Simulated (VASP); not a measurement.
Here is a VASP 6.6.1 calculation.

POSCAR

```
LiH
1.0
    0.0000000000      2.1940224275      2.1940224275
    2.1940224275      0.0000000000      2.1940224275
    2.1940224275      2.1940224275      0.0000000000
Li H
1 1
Direct
    0.0000000000      0.0000000000      0.0000000000
    0.5000000000      0.5000000000      0.5000000000
```

File INCAR.step1:

```
PREC = Accurate
ENCUT = 520
EDIFF = 1E-8
ISMEAR = 0
SIGMA = 0.05
LREAL = F
LASPH = T
NELM = 60
ALGO = Normal
ISIF = 2
LWAVE = F
LCHARG = F
GGA = PE
LEPSILON = T
```

File KPOINTS.step1:

```
Automatic mesh
0
G
  11 11 11
  0 0 0
```

The input INCAR.step2:

```
PREC = Accurate
ENCUT = 520
EDIFF = 1E-5
ISMEAR = 0
SIGMA = 0.05
LREAL = F
LASPH = T
NELM = 60
ALGO = Normal
ISIF = 2
LWAVE = T
LCHARG = F
GGA = PE
```

KPOINTS.step2

```
Automatic mesh
0
Gamma
  6 6 6
```

File INCAR.step3:

```
PREC = Accurate
ENCUT = 520
EDIFF = 1E-7
ISMEAR = -5
SIGMA = 0.05
LREAL = F
LASPH = T
NELM = 60
ALGO = Normal
ISIF = 2
LWAVE = F
LCHARG = F
METAGGA = R2SCAN
LHFCALC = T
AEXX = 0.2505
LMIXTAU = T
PRECFOCK = Normal
LUSE_VDW = T
IVDW_NL = 2
BPARAM = 11.95
CPARAM = 0.0093
LORBIT = 10
ISTART = 1
NEDOS = 2001
```

KPOINTS.step3

```
Automatic mesh
0
Gamma
  6 6 6
```

Potentials or basis: VASP PAW PBE potentials, release 64 (Li_sv, H).

Run with:

```bash
$ cat potpaw_PBE.64/Li_sv/POTCAR potpaw_PBE.64/H/POTCAR > POTCAR
$ cp INCAR.step1 INCAR
$ cp KPOINTS.step1 KPOINTS
$ mpirun -np 1 vasp_std > vasp.out
$ cp INCAR.step2 INCAR
$ cp KPOINTS.step2 KPOINTS
$ mpirun -np 1 vasp_std > vasp.out
$ cp INCAR.step3 INCAR
$ cp KPOINTS.step3 KPOINTS
$ mpirun -np 1 vasp_std > vasp.out
```

(1) What does it give for the band gap on the k mesh?

Results:

(1) 5.15 eV, direct.
